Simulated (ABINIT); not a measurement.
Write the native input for ABINIT 10.8.3 (patched build) that does the following.

* Task: single point
* Functional: PBE
* Potentials or basis: JTH PAW PBE v2.0
* Cutoff: 408 eV
* k mesh: 9 × 9 × 9
* Occupations: fermi-dirac, width 0.05 eV
* Spin: no spin polarisation
* Fine-grid cutoff: 816.342 eV

As:

```
As
1.0
     1.88080    1.08588    3.51406
    -1.88080    1.08588    3.51406
     0.00000   -2.17176    3.51406
As
2
Direct
  0.22600 0.22600 0.22600
  0.77400 0.77400 0.77400
```

The input as run:

run.abi

```
# Pseudopotentials
pp_dirpath "./"
pseudos "As.GGA_PBE-JTH.xml"

# Structure
acell 4.131 4.131 4.131 Angstrom
rprim
     0.4552885255     0.2628609527     0.8506564983
    -0.4552885255     0.2628609527     0.8506564983
     0.0000000000    -0.5257219055     0.8506564983
ntypat 1
znucl 33
natom 2
typat 1 1
xred
     0.2260000000     0.2260000000     0.2260000000
     0.7740000000     0.7740000000     0.7740000000

# Plane-wave basis
ecut 15.0
pawecutdg 30.0
pawxcdev 0

# k points
kptopt 1
ngkpt 9 9 9
nshiftk 1
shiftk 0.0 0.0 0.0

# Exchange and correlation
ixc 11

# Bands and occupations
nband 19
occopt 3
tsmear 0.05 eV

# SCF cycle
nstep 100
tolvrs 1.0e-9

# Output
iomode 3
prtwf 0
prteig 0
prtebands 0
enunit 2
prtden 1
prtvha 1
prtvclmb 1
prtpot 1
```

Potentials or basis: JTH PAW PBE v2.0.

The run is started by

```console
$ abinit run.abi > log 2>&1
```

It gave:

```yaml
Pressure: 3.8 GPa
Largest_force: 0.448 eV/Å
Band_gap_on_the_k_mesh: none (metal or under the smearing width)
Valence_electrons_inside_the_program's_atomic_spheres: As 12.59 (radii [1.1133] Å)
```

Wall time 67 s on 1 thread of Intel(R) Xeon(R) Platinum 8259CL CPU @ 2.50GHz (Skylake/Cascade Lake), on a shared host, peak memory 0.13 GiB.
